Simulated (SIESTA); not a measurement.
Write the native input for SIESTA 5.4.2 that does the following.

```yaml
Task: band structure
Functional: PBE
Potentials_or_basis: PseudoDojo 0.4 standard (PBE files)
Basis: DZP (energy shift 0.002 Ry)
Grid_cutoff: 800 Ry
Energy_shift: 0.002 Ry
k_mesh: 8 × 8 × 8
Occupations: fermi-dirac, width 0.05 eV
Spin: no spin polarisation
```

The system is HgSe.

```
Hg Se
1.0
     0.00000    3.03900    3.03900
     3.03900    0.00000    3.03900
     3.03900    3.03900    0.00000
Hg Se
1 1
Direct
  0.00000 0.00000 0.00000
  0.75000 0.75000 0.75000
```

These files were run (other wordings do the same):

HgSe.fdf

```
SystemName                      HgSe
SystemLabel                     HgSe
NumberOfSpecies                 2
NumberOfAtoms                   2
%block ChemicalSpeciesLabel
  1  80 Hg
  2  34 Se
%endblock ChemicalSpeciesLabel

LatticeConstant                 1.0 Ang
%block LatticeVectors
     0.0000000000     3.0390000000     3.0390000000
     3.0390000000     0.0000000000     3.0390000000
     3.0390000000     3.0390000000     0.0000000000
%endblock LatticeVectors
AtomicCoordinatesFormat         Fractional
%block AtomicCoordinatesAndAtomicSpecies
     0.0000000000     0.0000000000     0.0000000000  1  Hg
     0.7500000000     0.7500000000     0.7500000000  2  Se
%endblock AtomicCoordinatesAndAtomicSpecies

%block kgrid.MonkhorstPack
    8   0   0  0.0
    0   8   0  0.0
    0   0   8  0.0
%endblock kgrid.MonkhorstPack
XC.Functional                   GGA
XC.Authors                      PBE
PAO.BasisSize                   DZP
PAO.EnergyShift                 0.002 Ry
Mesh.Cutoff                     800 Ry
OccupationFunction              FD
ElectronicTemperature           0.05 eV
MaxSCFIterations                120
SCF.MustConverge                false
SCF.Mixer.Method                Pulay
SCF.Mixer.Weight                0.25
SCF.Mixer.History               8
SCF.DM.Tolerance                5.0e-05
SCF.H.Tolerance                 1.0e-03 eV
WriteForces                     true
Charge.Mulliken                 end
Charge.Hirshfeld                end
Charge.Voronoi                  end
SaveRho                         true
SaveElectrostaticPotential      true
BandLinesScale                  ReciprocalLatticeVectors
%block BandLines
    1    0.000000   0.000000   0.000000  \Gamma
   12    0.500000   0.000000   0.500000  X
    6    0.500000   0.250000   0.750000  W
    4    0.375000   0.375000   0.750000  K
   13    0.000000   0.000000   0.000000  \Gamma
   11    0.500000   0.500000   0.500000  L
    8    0.625000   0.250000   0.625000  U
    4    0.500000   0.250000   0.750000  W
    9    0.500000   0.500000   0.500000  L
    8    0.375000   0.375000   0.750000  K
    1    0.625000   0.250000   0.625000  U
    4    0.500000   0.000000   0.500000  X
%endblock BandLines
```

Potentials or basis: PseudoDojo 0.4 standard (PBE files), DZP (energy shift 0.002 Ry).

Run with:

```bash
$ siesta HgSe.fdf > HgSe.out 2>&1
```

Results of the run:

```yaml
Pressure: 6.5 GPa
Band_gap_on_the_k_mesh: none (metal or under the smearing width)
Hirshfeld_charges: Hg +0.66; Se -0.66 e
Voronoi_charges: Hg +0.61; Se -0.61 e
```

Caveat: semicore shells carry a single zeta, which can move pressures by several GPa and volumes by a few percent; the valence orbitals were made in a potential fitted to the semicore shell under them, which widens gaps by tenths of an eV or more; spin-orbit coupling is left out, which moves the levels of the heavy elements; the basis of atomic orbitals isn't converged, which shifts pressures, moduli and gaps.

Wall time 33 s on 1 thread of Intel(R) Xeon(R) Platinum 8259CL CPU @ 2.50GHz (Skylake/Cascade Lake) (shared host), peak memory 0.26 GiB.
